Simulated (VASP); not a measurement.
MoS2, a slab with vacuum:

```xyz
3
Lattice="3.1841 0.0000 0.0000 -1.5921 2.7575 0.0000 0.0000 0.0000 17.3346" Properties=species:S:1:pos:R:3 pbc="T T T"
Mo    0.0000    0.0000    0.0000
S     0.0000    1.8384   15.7833
S     0.0000    1.8384    1.5513
```

Program: VASP 6.6.1. Alike in all runs: task band structure; potentials or basis VASP PAW PBE potentials, release 64 (Mo_sv, S); no spin polarisation; cell as given; k mesh 6 × 6 × 1; cutoff (eV) 520; smearing gaussian 0.02 eV.

Problem. Order these runs on this cell by their band gap on the k mesh, lowest first.
A. level PBE0; exchange at q = 0 truncated
B. level HSE03
C. level HSE06; screening parameter 0.2 1/A

Solution. B (1.95 eV), C (2.13 eV), A (2.80 eV).

